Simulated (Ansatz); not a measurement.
## Structural energy differences of gallium

All numbers below come from DFT, BLYP, plane waves (420 eV) with PAW, scalar-relativistic in Ansatz 0.2.0. (PAW data from PBE, frozen cores regenerated.)

Each structure is relaxed within its own symmetry, so a high-lying one may be dynamically unstable.

```csv
structure,ΔE (meV/atom),V (Å³/atom),cell,magnetic state
alpha-Ga (Cmce),0,22.66,"a = 4.873 Å, b = 7.947 Å, c = 4.681 Å",spin not included
simple cubic,65,22.69,a = 2.831 Å,spin not included
hcp,85,21.98,"a = 3.204 Å, c = 4.944 Å (c/a = 1.543)",spin not included
fcc,86,21.61,a = 4.422 Å,spin not included
dhcp,86,21.66,"a = 3.129 Å, c = 10.215 Å (c/a = 3.264)",spin not included
bcc,87,21.92,a = 3.526 Å,spin not included
omega (AlB2-type),91,22.27,"a = 4.852 Å, c = 3.276 Å (c/a = 0.675)",spin not included
A15,105,22.20,a = 5.621 Å,spin not included
diamond,128,27.61,a = 6.045 Å,spin not included
```

ΔE counts from alpha-Ga (Cmce).

Differences under about 8 meV lie within the error of the k-point mesh.

This functional, with no dispersion term, lets the cell expand far past the measured one (alpha-Ga (Cmce)).
